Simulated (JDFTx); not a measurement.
Crystal: BN.

```
N B
1.0
     0.00000    1.81300    1.81300
     1.81300    0.00000    1.81300
     1.81300    1.81300    0.00000
N B
1 1
Direct
  0.25000 0.25000 0.25000
  0.00000 0.00000 0.00000
```

The cell is a database's computed one.

Base run:

| Property | Result |
| --- | --- |
| Program | JDFTx 1.7.0 (patched build) |
| Functional | LDA |
| Potentials or basis | PseudoDojo-SR-LDA-0.4.1-standard |
| Cutoff | 1143 eV |
| Density cutoff | 9143 eV |
| k mesh | 13 × 13 × 13 |
| Occupations | fermi-dirac, width 0.05 eV |
| Spin | no spin polarisation |

Its results: band gap on the k mesh 4.48 eV, indirect (least direct gap 8.70 eV); pressure -13.9 GPa.

Q: After a change of settings the same cell gave: band gap on the k mesh 4.41 eV, indirect (least direct gap 8.78 eV); pressure -5.8 GPa. Which change was it?
A. functional from LDA to r2SCAN; potentials or basis from PseudoDojo-SR-LDA-0.4.1-standard to SG15-PBE-1.2; cutoff from 1143 eV to 1088 eV; density cutoff from 9143 eV to 8708 eV
B. functional from LDA to PBEsol; potentials or basis from PseudoDojo-SR-LDA-0.4.1-standard to PseudoDojo-SR-PBEsol-0.4.1-standard
C. functional from LDA to BLYP; potentials or basis from PseudoDojo-SR-LDA-0.4.1-standard to PseudoDojo-SR-PBE-0.5-standard

A: B.

Caveats: an odd mesh through Γ misses points on the zone boundary, where band edges often lie.

Runs at the PBE level aren't shown here.
